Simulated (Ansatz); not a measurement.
# NaI (Fm-3m): the band gap by level of theory

All numbers come from the plane-wave code Ansatz. Calculated for a static, non-magnetic cell.

A 2-atom cell of NaI started from a crystallographic database, relaxed with r2SCAN. Space group Fm-3m (No. 225), cubic; conventional cell a = 6.459 Å, 33.69 Å³ an atom. Around Na lie 6 I at 3.23 Å; around I lie 6 Na at 3.23 Å.

```cif
data_structure
_symmetry_space_group_name_H-M 'Fm-3m'
_symmetry_Int_Tables_number 225
_cell_length_a 6.4593
_cell_length_b 6.4593
_cell_length_c 6.4593
_cell_angle_alpha 90.000
_cell_angle_beta 90.000
_cell_angle_gamma 90.000
_cell_volume 269.49
loop_
_atom_site_label
_atom_site_type_symbol
_atom_site_symmetry_multiplicity
_atom_site_Wyckoff_symbol
_atom_site_fract_x
_atom_site_fract_y
_atom_site_fract_z
_atom_site_occupancy
Na1 Na 4 a 0.00000 0.00000 0.00000 1
I1 I 4 b 0.50000 0.00000 0.00000 1
```

Relaxed lattice by functional, symmetry kept:
```tsv
functional	k mesh	a (Å)	volume (Å³/atom)
PBE	6×6×6	6.528	34.78
r2SCAN	6×6×6	6.459	33.69
PBEsol	6×6×6	6.403	32.81
LDA	6×6×6	6.261	30.67
HSE06	4×4×4	6.494	34.23
```

On this one geometry the levels give:
```
                                    level  k mesh  gap (eV)    kind     edges  least direct gap (eV)        rough cost
                                      LDA   8×8×8      3.35  direct         Γ                   3.35  2.4 core-seconds
                                      PBE   8×8×8      3.66  direct         Γ                   3.66    4 core-seconds
                                  PBE+SOC   8×8×8      3.32  direct         Γ                   3.32   13 core-seconds
                                   r2SCAN   8×8×8      4.45  direct         Γ                   4.45    6 core-seconds
                                  r2SCANh   6×6×6      4.99  direct         Γ                   4.99  2.5 core-minutes
                                    HSE06   6×6×6      4.69  direct         Γ                   4.69  100 core-seconds
                                HSE06+SOC   4×4×4      4.33  direct         Γ                   4.33  2.4 core-minutes
                                 DDH-PBE0   6×6×6      5.68  direct         Γ                   5.68  110 core-seconds
                                     PBE0   6×6×6      5.36  direct         Γ                   5.36  100 core-seconds
                             Hartree-Fock   6×6×6     10.85  direct         Γ                  10.85  110 core-seconds
G0W0@PBE (201 empty bands, 120 eV, 4×4×4)   4×4×4      5.61       –  Γ (mesh)                      –   40 core-seconds
G0W0@PBE (499 empty bands, 220 eV, 4×4×4)   4×4×4      5.68       –  Γ (mesh)                      –    5 core-minutes
```
PBE: smearing of 0.02 eV; the others have fixed occupations.
Wave cutoffs: 420 eV, 500 eV (r2SCAN, r2SCANh).
The G0W0 gap is PBE's gap over the path plus the quasiparticle shift read on the mesh. The G0W0 figures hold for the stated bands, cutoff and mesh and aren't extrapolated.
Costs come from shared machines and give only the order; PBE's includes the band path. The runs had 2 threads of Arm Neoverse V2 (shared host).

With HSE06 the gap is 4.69 eV and direct, at Γ. Spin-orbit coupling changes the PBE gap by -0.34 eV, to 3.32 eV; at Γ the threefold valence level splits into a fourfold and a twofold level 1.08 eV apart, the fourfold one on top.

Taking G0W0@PBE (499 empty bands, 220 eV, 4×4×4), 5.68 eV, as the yardstick (a computed one, not at the basis limit), DDH-PBE0 comes nearest, 0.00 eV off, at about 18 times r2SCAN's cost; G0W0 itself took about 50 times r2SCAN's cost. The others: PBE0 -0.32, r2SCANh -0.69, HSE06 -0.99, r2SCAN -1.23, PBE -2.02, LDA -2.33, Hartree-Fock +5.17 eV. The yardstick's own error is a tenth of an eV or more. r2SCAN covers 76 % of the step from PBE to HSE06, while HSE06 needs about 16 times r2SCAN's cost (on a coarser mesh). Among these functionals the gap stays direct.

r2SCAN (ground state on 6×6×6): The clamped-ion dielectric constant comes out as 3.16 in all directions. Born charges, averaged over directions: Na +1.17, I -1.17 e. PBE (ground state on 6×6×6): The electronic dielectric tensor ε∞ is 3.38 in all directions. Born charges, averaged over directions: Na +1.20, I -1.20 e.

On the PBEsol cell (a = 6.403 Å), with PBEsol: The optical mode at Γ lies at 118 cm⁻¹ without the longitudinal term. With the long-range field the highest mode reaches 172 cm⁻¹. The clamped-ion dielectric constant comes out as 3.48 in all directions. With the ions relaxed, ε⁰ is 7.3 in all directions. Born charges, averaged over directions: Na +1.18, I -1.18 e.

Only the levels marked +SOC include spin-orbit coupling.

The meshes of the hybrids are coarse, so their gaps aren't converged to the digits shown.
